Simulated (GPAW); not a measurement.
# MnS (Fm-3m) in GPAW: further runs

Aim: see how the results for MnS move with the level of theory and the settings. Levels: PBEsol, r2SCAN. Tasks: equation of state.

All numbers are computed with GPAW 26.7.0; they aren't measurements. Logs are shortened: lines on timing, memory, paths and dates and some standing lists are left out, and cuts for length are marked. The log counts tension as positive stress, the text compression.

## 1. Starting point

Symmetry: Fm-3m, No. 225, cubic system. Conventional cell: a = 5.209 Å, b = 5.209 Å, c = 5.209 Å, α = 90.00°, β = 90.00°, γ = 90.00°. Around Mn (site symmetry m-3m) lie 6 S at 2.60 Å. S (site symmetry m-3m) has 6 Mn at 2.60 Å as nearest neighbours.

## 2. Equation of state, PBEsol, collinear spin, ferromagnetic start

Input file run.py:

```python
from ase import Atoms
from ase.eos import EquationOfState
from ase.io import Trajectory
from ase.units import GPa
from gpaw import GPAW, PW, setup_paths

setup_paths.insert(0, '.')

atoms = Atoms(['Mn', 'S'],
              cell=[[0.0, 2.6045, 2.6045],
                    [2.6045, 0.0, 2.6045],
                    [2.6045, 2.6045, 0.0]],
              scaled_positions=[[0.0, 0.0, 0.0],
                                [0.5, 0.5, 0.5]],
              pbc=True)
atoms.set_initial_magnetic_moments([4.0, 0.0])

traj = Trajectory('eos.traj', 'w')
volumes, energies = [], []
for x in [0.94, 0.96, 0.98, 1.0, 1.02, 1.04, 1.06]:
    a = atoms.copy()
    a.set_cell(atoms.cell * x**(1 / 3), scale_atoms=True)
    calc = GPAW(mode=PW(600),
                xc='PBEsol',
                kpts={'size': (9, 9, 9), 'gamma': True},
                occupations={'name': 'fermi-dirac', 'width': 0.05},
                nbands=21,
                convergence={'density': 1e-05, 'energy': 1e-05},
                maxiter=150,
                txt=f'eos-{x:.2f}.txt')
    a.calc = calc
    energies.append(a.get_potential_energy(force_consistent=True))
    volumes.append(a.get_volume())
    p = -a.get_stress()[:3].mean() / GPa
    calc.write(f'eos-{x:.2f}.gpw')
    traj.write(a)
    print(f'{x:.2f} {volumes[-1]:10.4f} A^3 {energies[-1]:14.6f} eV {p:9.3f} GPa', flush=True)

v0, e0, B = EquationOfState(volumes, energies, eos='birchmurnaghan').fit()
print(f'V0 = {v0:.4f} A^3, E0 = {e0:.6f} eV, B0 = {B / GPa:.2f} GPa')
```

Potentials or basis: PAW data sets generated in the run's folder for this functional, pw.

The run is started by

```console
$ gpaw-setup -f PBEsol Mn S
$ OMP_NUM_THREADS=1 python run.py
```

The program printed:

```text
__  _  _
 | _ |_)|_||  |
 |__||  | ||/\| - 26.7.0

Input parameters:
  mode=PW(ecut=600.0),
  convergence={'density': 1e-05, 'energy': 1e-05},
  kpts=MonkhorstPack(size=(9, 9, 9), gamma=True),
  maxiter=150,
  nbands=21,
  occupations=Occupations(name='fermi-dirac', width=0.05),
  xc=XC(name='PBEsol')

Diagonalizing LCAO Hamiltonian
Converting LCAO to pw mode

               S

       Mn

Atoms  # Å, Bohr magnetons
|   | symbol |        x |        y |        z |    initial magnetic moments |
|---|--------|----------|----------|----------|-----------------------------|
| 0 |     Mn | 0.000000 | 0.000000 | 0.000000 | ( 0.0000,  0.0000,  4.0000) |
| 1 |      S | 2.551332 | 2.551332 | 2.551332 | ( 0.0000,  0.0000,  0.0000) |

Unit cell  # Å
| periodic |        x |        y |        z |  lengths |    angles |
|----------|----------|----------|----------|----------|-----------|
|      yes | 0.000000 | 2.551332 | 2.551332 | 3.608128 | 60.000000 |
|      yes | 2.551332 | 0.000000 | 2.551332 | 3.608128 | 60.000000 |
|      yes | 2.551332 | 2.551332 | 0.000000 | 3.608128 | 60.000000 |

Number of symmetries: 48
Symmetry operations  # r_c * U_cc + t_c -> r_c
|    | kind |            matrix            |
|----|------|------------------------------|
|  0 |  σ   |  1, 0, 0,  1, 0,-1,  1,-1, 0 |
|  1 |  C2  |  1, 0, 0,  1,-1, 0,  1, 0,-1 |
|  2 |  E   |  1, 0, 0,  0, 1, 0,  0, 0, 1 |
|  3 |  σ   |  1, 0, 0,  0, 0, 1,  0, 1, 0 |
|  4 |  C4  |  1, 0,-1,  1, 0, 0,  1,-1, 0 |
|  5 |  S6  |  1, 0,-1,  1,-1, 0,  1, 0, 0 |
|  6 |  σ   |  1, 0,-1,  0, 1,-1,  0, 0,-1 |
|  7 |  C3  |  1, 0,-1,  0, 0,-1,  0, 1,-1 |
|  8 |  S6  |  1,-1, 0,  1, 0, 0,  1, 0,-1 |
|  9 |  C4  |  1,-1, 0,  1, 0,-1,  1, 0, 0 |
| 10 |  C3  |  1,-1, 0,  0,-1, 1,  0,-1, 0 |
| 11 |  σ   |  1,-1, 0,  0,-1, 0,  0,-1, 1 |
| 12 |  σ   |  0, 1, 0,  1, 0, 0,  0, 0, 1 |
| 13 |  C4  |  0, 1, 0,  0, 1,-1, -1, 1, 0 |
| 14 |  C3  |  0, 1, 0,  0, 0, 1,  1, 0, 0 |
| 15 |  S6  |  0, 1, 0, -1, 1, 0,  0, 1,-1 |
| 16 |  C2  |  0, 1,-1,  1, 0,-1,  0, 0,-1 |
| 17 |  σ   |  0, 1,-1,  0, 1, 0, -1, 1, 0 |
| 18 |  S4  |  0, 1,-1,  0, 0,-1,  1, 0,-1 |
| 19 |  C4  |  0, 1,-1, -1, 1, 0,  0, 1, 0 |
| 20 |  C3  |  0, 0, 1,  1, 0, 0,  0, 1, 0 |
| 21 |  σ   |  0, 0, 1,  0, 1, 0,  1, 0, 0 |
| 22 |  S6  |  0, 0, 1,  0,-1, 1, -1, 0, 1 |
| 23 |  C4  |  0, 0, 1, -1, 0, 1,  0,-1, 1 |
| 24 |  S4  |  0, 0,-1,  1, 0,-1,  0, 1,-1 |
| 25 |  C3  |  0, 0,-1,  0, 1,-1,  1, 0,-1 |
| 26 |  C2  |  0, 0,-1,  0,-1, 0, -1, 0, 0 |
| 27 |  S6  |  0, 0,-1, -1, 0, 0,  0,-1, 0 |
| 28 |  S4  |  0,-1, 1,  1,-1, 0,  0,-1, 0 |
| 29 |  C4  |  0,-1, 1,  0, 0, 1, -1, 0, 1 |
| 30 |  C2  |  0,-1, 1,  0,-1, 0,  1,-1, 0 |
| 31 |  σ   |  0,-1, 1, -1, 0, 1,  0, 0, 1 |
| 32 |  C3  |  0,-1, 0,  1,-1, 0,  0,-1, 1 |
| 33 |  S6  |  0,-1, 0,  0, 0,-1, -1, 0, 0 |
| 34 |  S4  |  0,-1, 0,  0,-1, 1,  1,-1, 0 |
| 35 |  C2  |  0,-1, 0, -1, 0, 0,  0, 0,-1 |
| 36 |  C2  | -1, 1, 0,  0, 1, 0,  0, 1,-1 |
[... 100 lines left out ...]
    |   3s |  2.000 |     -17.192 |    0.974 |
    |   3p |  4.000 |      -6.978 |    0.979 |
    |    s |        |      10.020 |    0.974 |
    |    p |        |      20.234 |    0.979 |
    |    d |        |       0.000 |    0.900 |

    Using partial waves for S as LCAO basis

Reference energy: -42323.512009  # eV

eigensolver:
  PPCG
  Converge bands: occupied
  niter=2

density mixing:
  MSR1-Mixer
  Pratt-step length: 0.05
  Maximum mixing coefficient: 0.75
  Old densities: 10
  SVD Regularization: 0.005
  Good broyden scale: 1.0
  Trust region scale: 1.0
  Backstep threshold: 4.0
  History deletion threshold: 6.0
  Fourier metric: weight=20.0, sigma=0.015

occupation numbers:
  Fermi-Dirac:
    width: 0.0500  # eV

poisson solver:
  ecut: 4800.0  # eV

xc functional:
  name: PBEsol with 2 nearest neighbor stencil

convergence criteria:
- Maximum integral of absolute [dens]ity change: 1e-05 electrons / valence electron
- Maximum [total energy] change in last 3 cyles: 1e-05 eV / valence electron
- Maximum integral of absolute [eigenst]ate change: 4e-08 eV^2 / valence electron
maximum number of iterations: 150

SCF iterations
|iter     | |      energy | eigst |  dens |  magmom |
|---------|-|-------------|-------|-------|---------|
|iter:   1| |  -15.526571 | +0.07 |       |  +4.0037|
|iter:   2| |  -15.519852 | -1.99 | -1.24 |  +4.0190|
|iter:   3| |  -15.530628 | -2.75 | -1.27 |  +4.2348|
|iter:   4| |  -15.525137 | -3.06 | -1.68 |  +4.3204|
|iter:   5| |  -15.526760 | -3.93 | -2.04 |  +4.3734|
|iter:   6| |  -15.527852 | -4.69 | -2.33 |  +4.4355|
|iter:   7| |  -15.527903 | -5.65 | -2.86 |  +4.4538|
|iter:   8| |  -15.527904c| -6.75 | -3.69 |  +4.4571|
|iter:   9| |  -15.527904c| -7.64c| -4.30 |  +4.4568|
|iter:  10| |  -15.527904c| -7.97c| -4.86 |  +4.4566|
|iter:  11| |  -15.527904c| -8.66c| -5.63c|  +4.4566|

Converged in 11 steps
Energy contributions relative to reference atoms: (reference = -42323.512009)

Energy contributions:
  Kinetic:          13.173940
  Coulomb:         -11.028260
  Zero:              0.207085
  External:          0.000000
  Xc:              -17.875840
  Entropy:          -0.009658
  Spinorbit:         0.000000
  ----------------------------
  Free energy:     -15.532733
  Extrapolated:    -15.527904

dipole moment: (-11.294033, -11.294033, -11.294033)  # |e|*Ang

Total magnetic moment: (0.000000, 0.000000, 4.456619)

Local magnetic moments
|        x |        y |        z |
|----------|----------|----------|
| 0.000000 | 0.000000 | 3.975015 |  # Mn   0
| 0.000000 | 0.000000 | 0.086188 |  # S    1

Fermi level: 7.696
Eigenvalues  # (at kpt = [0.000, 0.000, 0.000])
| band index |      eig [eV] | occ [0-1] |      eig [eV] | occ [0-1] |
|------------|---------------|-----------|---------------|-----------|
|          0 |       -73.761 |     1.000 |       -69.396 |     1.000 |
|        ... |               |           |               |           |
|          3 |       -42.680 |     1.000 |       -38.401 |     1.000 |
|          4 |        -7.402 |     1.000 |        -7.093 |     1.000 |
|          5 |         4.321 |     1.000 |         5.896 |     1.000 |
|          6 |         4.321 |     1.000 |         5.896 |     1.000 |
|          7 |         4.321 |     1.000 |         5.896 |     1.000 |
|          8 |         4.425 |     1.000 |         7.726 |     0.354 |
|          9 |         4.425 |     1.000 |         7.726 |     0.354 |
|         10 |         5.669 |     1.000 |         7.726 |     0.354 |
|         11 |         5.669 |     1.000 |         7.838 |     0.056 |
|         12 |         5.669 |     1.000 |         7.838 |     0.056 |
|         13 |         9.714 |     0.000 |        10.647 |     0.000 |
|         14 |        16.291 |     0.000 |        17.416 |     0.000 |
|         15 |        16.291 |     0.000 |        17.416 |     0.000 |
|         16 |        16.291 |     0.000 |        17.416 |     0.000 |
|         17 |        18.148 |     0.000 |        18.357 |     0.000 |
|        ... |               |           |               |           |
|         20 |        20.291 |     0.000 |        21.886 |     0.000 |

No gap
No difference between direct/indirect transitions

Stress tensor  # eV/Ang^3
|        x |        y |        z |
|----------|----------|----------|
| 0.029870 | 0.000000 | 0.000000 |
| 0.000000 | 0.029870 | 0.000000 |
| 0.000000 | 0.000000 | 0.029870 |

# Writing to eos-0.94.gpw (mode='')
```

stdout:

```text
0.94    33.2147 A^3     -15.532733 eV    -4.786 GPa
0.96    33.9214 A^3     -15.510157 eV    -5.555 GPa
0.98    34.6281 A^3     -15.484174 eV    -6.347 GPa
1.00    35.3348 A^3     -15.454550 eV    -7.202 GPa
1.02    36.0415 A^3     -15.421178 eV    -8.032 GPa
1.04    36.7482 A^3     -15.384234 eV    -8.782 GPa
1.06    37.4549 A^3     -15.344208 eV    -9.468 GPa
RuntimeError: Optimal parameters not found: Number of calls to function has reached maxfev = 1000.
```

Run time: 4.2 min. Hardware: 1 thread of Arm Neoverse V2, shared host; peak memory 0.32 GiB.

Results:

```yaml
Equilibrium_volume: outside the volumes run
```

Energy against volume, from the lowest point:
```csv
volume (Å³/atom),energy (meV/atom)
16.607,0.00
16.961,11.29
17.314,24.28
17.667,39.09
18.021,55.78
18.374,74.25
18.727,94.26
```

## 3. Equation of state, r2SCAN, collinear spin, ferromagnetic start

run.py: that of step 2 with these lines changed.

```diff
@@ -4,5 +4,3 @@
 from ase.units import GPa
-from gpaw import GPAW, PW, setup_paths
-
-setup_paths.insert(0, '.')
+from gpaw import GPAW, PW
 
@@ -23,3 +21,3 @@
     calc = GPAW(mode=PW(600),
-                xc='PBEsol',
+                xc='MGGA_X_R2SCAN+MGGA_C_R2SCAN',
                 kpts={'size': (9, 9, 9), 'gamma': True},
```

Potentials or basis: GPAW PAW data sets (gpaw-data 1.2.1), pw.

The run is started by

```console
$ OMP_NUM_THREADS=1 python run.py
```

It took 18 min on 1 thread of Arm Neoverse V2, shared host; peak memory 0.92 GiB.

It converged, with:

```yaml
Equilibrium_volume: "17.90 Å³/atom (rough: see the caveat)"
Bulk_modulus: 75 GPa (rough)
```

Energy against volume, from the lowest point:
```
volume (Å³/atom)  energy (meV/atom)
          16.607              22.05
          16.961              11.42
          17.314               4.41
          17.667               0.56
          18.021               0.00
          18.374               2.71
          18.727               8.69
```

Caveat: the fit is doubtful: noisy points or a state that changes with volume; the points scatter about the fit; the PAW data sets were made with another functional, which shifts forces and pressure a little.
